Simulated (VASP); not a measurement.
Si12H6C, 38 atoms in the cell. The cell holds a slab with vacuum, 38 atoms: a = 7.681 Å, b = 7.681 Å, c = 22.809 Å, α = 90.00°, β = 90.00°, γ = 90.00°. The cell was built by a generator and needn't be a form met in nature.

| Item | Value |
| --- | --- |
| Program | VASP 6.6.1 |
| Task | single point |
| Functional | PBE |
| Potentials or basis | VASP PAW PBE potentials, release 64 (Si, H, C) |
| Cutoff | 520 eV |
| k mesh | 3 × 3 × 1 |
| Occupations | gaussian, width 0.05 eV |
| Spin | no spin polarisation |
| Dipole correction | yes |
| Further INCAR settings | LREAL = Auto; ALGO = Fast; EDIFF = 1e-06; NBANDS = 83 |

Potentials or basis: VASP PAW PBE potentials, release 64 (Si, H, C).

The run is started by

```bash
$ cat potpaw_PBE.64/Si/POTCAR potpaw_PBE.64/H/POTCAR potpaw_PBE.64/C/POTCAR > POTCAR
$ mpirun -np 1 vasp_std > vasp.out
```

Hardware: 1 thread of Intel(R) Xeon(R) 6975P-C (Granite Rapids), on a shared host.

How long does it take, and how much memory?

It took 14 min on 1 thread of Intel(R) Xeon(R) 6975P-C (Granite Rapids), on a shared host, peak memory 1.4 GiB. Counts: scf iterations 26, k points 4.
